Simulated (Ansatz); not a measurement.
Rocksalt CdSe, relaxed with r2SCAN. The symmetry is Fm-3m (No. 225, cubic); a = 5.686 Å in the conventional setting, 22.98 Å³ an atom. Cd is surrounded by 6 Se at 2.84 Å; Se is surrounded by 6 Cd at 2.84 Å.

```xyz
2
Lattice="0.0000 2.8429 2.8429 2.8429 0.0000 2.8429 2.8429 2.8429 0.0000" Properties=species:S:1:pos:R:3 pbc="T T T"
Cd    0.0000    0.0000    0.0000
Se    2.8429    2.8429    2.8429
```

The questions ask for values computed with the PAW code Ansatz on this geometry. The cell comes from a prototype generator: it can be a known phase or a hypothetical one. No magnetic order is allowed.

Question: Is there a gap with PBE, and of what kind?

Answer: With PBE the bands overlap by 0.44 eV (counted from 1, band 18 peaks at K–Γ (0.50 of the way from K) and band 19 bottoms out at X): no gap.

Question: Estimate the gap with LDA on 8×8×8.

Answer: With LDA the bands overlap by 0.68 eV (counted from 1, band 18 peaks at K–Γ (0.50 of the way from K) and band 19 bottoms out at X): no gap.

Question: How does the gap change from PBE to PBE+SOC (8×8×8)?

Answer: PBE+SOC gives no gap: the lowest nominally empty band dips 0.52 eV below the top of the last filled one (its bottom at X, the top at L), so the cell is a metal or semimetal at this level.

Question: How does the gap change from PBE to r2SCAN (8×8×8)?

Answer: r2SCAN gives an indirect gap of 0.03 eV, from K–Γ (0.50 of the way from K) to X; the least direct gap is 1.53 eV at Γ. (With 0.02 eV of smearing so small a gap leaves both edges partly filled, and it could close between the points sampled.)

Question: How does the gap change from PBE to HSE06 (6×6×6)?

Answer: HSE06 gives an indirect gap of 0.35 eV, from K–Γ (0.50 of the way from K) to X; the least direct gap is 1.80 eV at Γ.

Question: What do these levels agree on?

Answer: The levels disagree on the kind of gap: indirect with r2SCAN, HSE06; no gap with LDA, PBE, PBE+SOC.

Only the levels marked +SOC include spin-orbit coupling.

Where an edge lies off the special points, it is a point of the mesh or the k point where a search put PBE's edge or least direct gap, reused for the other functionals, whose own edges may lie a little apart; PBE's own value is read along its path and can be a few hundredths of an eV high.

The meshes of the hybrids are coarse, so their gaps aren't converged to the digits shown.
